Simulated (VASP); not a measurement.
Runs of VASP 6.6.1 on Se. It takes space group P3_121 (No. 152, trigonal). The conventional cell has a = 4.065 Å, b = 4.065 Å, c = 5.134 Å, α = 90.00°, β = 90.00°, γ = 120.00°. Se (site symmetry 2) is surrounded by 2 Se at 2.44 Å. 

```csv
task,level,spin,cell,k mesh,cutoff (eV),gap on the mesh (eV),pressure (GPa)
band structure,TB-mBJ,off,"P3_121, 24.48 Å³/atom",9 × 9 × 6,520,0.90,-
band structure,PBE+D3(BJ),"SOC, no magnetisation","P3_121, 24.48 Å³/atom",6 × 6 × 4,520,-,(a)
relaxation of cell and atoms,PBE+D3(BJ),off,relaxed,9 × 9 × 6,600,0.51,0.0
band structure,PBE+D3(BJ),off,"P3_121, 24.48 Å³/atom",9 × 9 × 6,520,0.51,0.0
```

Alike in all rows: potentials or basis VASP PAW PBE potentials, release 64 (Se); smearing gaussian 0.03 eV.

Task: Estimate the missing entries.

Result: (a) 0.1.

Caveats: the PAW data sets were made with another functional, which shifts forces and pressure a little (some runs); an odd mesh through Γ misses points on the zone boundary, where band edges often lie (some runs); the volume moved by -10 % from the deposited cell, more than functionals usually miss (some runs).

A k mesh can miss the band edges, and rows without SOC leave out spin-orbit coupling on Se.
